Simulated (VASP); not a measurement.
WS2:

```
CELL_PARAMETERS angstrom
0.00000 2.93116 2.93116
2.93116 0.00000 2.93116
2.93116 2.93116 0.00000
ATOMIC_POSITIONS crystal
W 0.00000 0.00000 0.00000
S 0.25000 0.25000 0.25000
S 0.75000 0.75000 0.75000
```

The cell was built by a generator and needn't be a form met in nature.

Program: VASP 6.6.1. Alike in all runs: task single point; no spin polarisation; cell as given; cutoff (eV) 520.

Q: Order these runs on this cell by their pressure, lowest first.
A. level PBE; potentials or basis VASP PAW PBE potentials, release 64 (W_sv, S); k mesh 6 × 6 × 6; smearing gaussian 0.001 eV; mesh quality not flagged
B. level LDA; potentials or basis VASP PAW LDA potentials, release 64 (W_sv, S); k mesh 6 × 6 × 6; smearing fermi-dirac 0.02 eV; mesh quality not flagged
C. level HSE06; potentials or basis VASP PAW PBE potentials, release 64 (W_sv, S); k mesh 4 × 4 × 4; smearing fermi-dirac 0.02 eV; exchange at q = 0 truncated; grid for exact exchange (PRECFOCK) Normal; screening parameter 0.2079 1/A; mesh quality coarse

A: B (-7.2 GPa), C (-4.4 GPa), A (0.8 GPa).

Caveats: some runs use coarse meshes; the PAW data sets were made with another functional, which shifts forces and pressure a little (some runs).

Not every run made on this cell is shown here.
